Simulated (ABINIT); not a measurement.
InP, 2 atoms in the cell. The structure is cubic, space group F-43m (No. 216). The conventional cell has a = 5.861 Å, b = 5.861 Å, c = 5.861 Å, α = 90.00°, β = 90.00°, γ = 90.00°. In (site symmetry -43m) has 4 P at 2.54 Å as nearest neighbours. P (site symmetry -43m) has 4 In at 2.54 Å as nearest neighbours. 

- Program: ABINIT 10.8.3 (patched build)
- Task: band structure
- Functional: AM05
- Potentials or basis: JTH PAW PBE v2.0 sp
- Cutoff: 544 eV
- k mesh: 8 × 8 × 8
- Occupations: fermi-dirac, width 0.05 eV
- Spin: no spin polarisation
- Fine-grid cutoff: 1088.46 eV
- Exchange and correlation inside the PAW spheres: full angular mesh (pawxcdev 0, this build's default; the released program takes 1)

Potentials or basis: JTH PAW PBE v2.0 sp.

The run is started by

```console
$ abinit run.abi > log 2>&1
```

Hardware: 1 thread of Arm Neoverse V1, with other jobs on the host.

Task: Estimate the wall time of this run.

Result: Wall time 39 s on 1 thread of Arm Neoverse V1 (shared host), peak memory 0.13 GiB. Counts: scf iterations 10, k points 29, bands 8, plane waves 1475.
